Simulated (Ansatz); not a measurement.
# TiO2: the cost of one run

Program: Ansatz 0.2.0. Level of theory: DFT PBE+U, scalar-relativistic, plane waves, PAW. These are calculated values, not measurements.

## (1) Starting point

Symmetry: I4_1/amd, No. 141, tetragonal system. Conventional cell: a = 3.818 Å, b = 3.818 Å, c = 9.777 Å, α = 90.00°, β = 90.00°, γ = 90.00°. Around Ti (site symmetry -4m2) lie 6 O at 1.96 to 2.01 Å. O (site symmetry 2mm) is surrounded by 3 Ti at 1.96 to 2.01 Å.

Coordinates:

```
Ti O
1.0
    -1.90894    1.90894    4.88836
     1.90894   -1.90894    4.88836
     1.90894    1.90894   -4.88836
Ti O
2 4
Direct
  0.00000 0.00000 0.00000
  0.75000 0.25000 0.50000
  0.20528 0.20528 0.00000
  0.95528 0.45528 0.50000
  0.54472 0.04472 0.50000
  0.79472 0.79472 0.00000
```

This cell was relaxed beforehand with the same method: volume 11.88 Å³/atom, gap on the mesh 2.65 eV.

## (2) Zero of energy

Reference values: F = -7270.8529 eV; pressure 0.01 GPa; largest force 0.000 eV/Å; gap on the mesh 2.65 eV. It was computed beforehand with the settings of the runs below.

## (3) Next: a one-atom displacement scan

Atom 3 (O) is moved by x along the Cartesian unit vector (0.577, 0.577, 0.577); the cell and all other atoms stay fixed. Forces below are components along that vector, summed over the moved atoms. In a periodic cell its images move with it.

## (4) At x = -0.100 Å

input.yaml

```yaml
crystal:
  lattice:
    - [-1.9089353641, 1.9089353641, 4.8883612609]
    - [1.9089353641, -1.9089353641, 4.8883612609]
    - [1.9089353641, 1.9089353641, -4.8883612609]
  atoms:
    - { symbol: Ti, position: [0.0, 0.0, 0.0] }
    - { symbol: Ti, position: [0.75, 0.25, 0.5] }
    - { symbol: O, position: [0.1842489093, 0.1842489093, -0.0302446212] }
    - { symbol: O, position: [0.9552765759, 0.4552765759, 0.5] }
    - { symbol: O, position: [0.5447234241, 0.0447234241, 0.5] }
    - { symbol: O, position: [0.7947234241, 0.7947234241, 0.0] }
basis:
  ecutwfc: 420
kpoints:
  mp_grid: { grid: [8, 8, 8] }
hamiltonian:
  xc: pbe
  hubbard: { sites: [{ species: Ti, l: d, u_eff: 4.0 }] }
scf:
  occupations: { method: gaussian, width: 0.05 }
output:
  forces: true
  stress: true
  eigenvalues: true
```

The run is started by

```console
ansatz run input.yaml --threads 1 --pin off --max-ram 2560MiB --backend cpu --events-out ev --progress --plain --runs-dir out
```

**Question.** How long does this run take on 1 thread of Arm Neoverse V2, shared host, and how much memory does it need?

About 70 s, with a peak of 0.94 GiB.
